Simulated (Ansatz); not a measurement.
The parent structure is ZnTe in the zinc blende structure (space group F-43m, No. 216; a = 6.113 Å). Axes: x, y, z lie along the cube axes.

Now apply this change: strain tensor (xx, yy, zz, yz, xz, xy) = (−0.27, +0.24, +0.57, −0.33, −0.31, +1.57) %, atoms relaxed at fixed cell.

Levels (all Ansatz, a first-principles code, PAW): r2SCAN (500 eV, spin-orbit coupling left out); HSE06+SOC (420 eV, noncollinear with spin-orbit coupling).

The geometry is relaxed with r2SCAN.

- r2SCAN lowest conduction level above the VBM at special points = Γ 1.64 eV; R 1.95 eV; Z 1.96 eV
- r2SCAN valence-band top at Γ = 0.00, -0.13, -0.22 eV

Problem. Predict the lowest conduction level above the VBM at special points and valence-band top at Γ from HSE06+SOC.

Solution. The lowest conduction level above the VBM at special points goes from Γ 1.64 eV; R 1.95 eV; Z 1.96 eV to Γ 1.82 eV; R 2.16 eV; Z 2.17 eV; the valence-band top at Γ (three highest Kramers pairs, from the VBM) changes from 0.00, -0.13, -0.22 eV to 0.00, -0.14, -1.06 eV.

Single points use the geometry relaxed with r2SCAN. The spin-orbit shifts are approximate. Spin-orbit coupling, missing from the scalar runs, can matter with Te. The levels and masses belong to the bands next to the band gap. No phonon test of stability was made. Labels are those of the standard path for the cell's own space group.
